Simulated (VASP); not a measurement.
Write the native input for VASP 6.6.1 that does the following.

```yaml
Task: single point
Functional: PBE
Potentials_or_basis: VASP PAW PBE potentials, release 64 (Be)
Cutoff: 520 eV
k_mesh: 10 × 10 × 10
Occupations: tetrahedron
Spin: no spin polarisation
Dipole_correction: no
Further_INCAR_settings: ALGO = Normal; EDIFF = 1e-06; NBANDS = 7
```

The structure of Be lies in POSCAR:

```
Be
1.0
   -1.2694070000      1.2694070000      1.2694070000
    1.2694070000     -1.2694070000      1.2694070000
    1.2694070000      1.2694070000     -1.2694070000
Be
1
Direct
    0.0000000000      0.0000000000      0.0000000000
```

The cell was built by a generator and needn't be a form met in nature.

These files were run (other wordings do the same):

INCAR

```
PREC = Accurate
ENCUT = 520
EDIFF = 1E-6
ISMEAR = -5
SIGMA = 0.1
LREAL = F
LASPH = T
NELM = 80
ALGO = Normal
ISIF = 2
LWAVE = F
LCHARG = F
GGA = PE
NBANDS = 7
```

KPOINTS

```
regular mesh
0
Gamma
  10 10 10
```

Potentials or basis: VASP PAW PBE potentials, release 64 (Be).

Command:

```bash
$ cat potpaw_PBE.64/Be/POTCAR > POTCAR
$ mpirun -np 1 vasp_std > vasp.out
```

It gave:

| Item | Value |
| --- | --- |
| Pressure | -5.1 GPa |
| Band gap on the k mesh | none (metal or under the smearing width) |

Caveat: tetrahedron occupations give inexact forces and stress in metals.

Wall time 2 s on 1 thread of Intel(R) Xeon(R) Platinum 8259CL CPU @ 2.50GHz (Skylake/Cascade Lake) (shared host), peak memory 0.11 GiB.
